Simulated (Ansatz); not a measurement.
HfN, 2 atoms in the cell. The structure is cubic, space group Fm-3m (No. 225). Conventional cell: a = 4.512 Å, b = 4.512 Å, c = 4.512 Å, α = 90.00°, β = 90.00°, γ = 90.00°. Hf (site symmetry m-3m) is surrounded by 6 N at 2.26 Å. N (site symmetry m-3m) has 6 Hf at 2.26 Å as nearest neighbours. 

```yaml
Program: Ansatz 0.2.0
Task: elastic constants
Functional: PBEsol
Potentials_or_basis: Ansatz PAW
Cutoff: "420 eV (not typed: the program's choice for these potentials)"
k_mesh: 7 × 7 × 7
Occupations: fermi-dirac, width 0.05 eV
Spin: no spin polarisation
Atoms_under_strain: relaxed
```

Potentials or basis: Ansatz PAW.

Command:

```bash
$ ansatz run input.yaml --threads 2 --pin off --max-ram 5632MiB --backend cpu --events-out ev --progress --plain --runs-dir out
```

Hardware: 2 threads of Intel(R) Xeon(R) Platinum 8375C CPU @ 2.90GHz (Ice Lake), on a shared host.

Q: How long does it take, and how much memory?

A: It took 3.7 s on 2 threads of Intel(R) Xeon(R) Platinum 8375C CPU @ 2.90GHz (Ice Lake) (shared host), peak memory 0.39 GiB. Counts: scf iterations 35, plane waves 459, k points 20, bands 20.
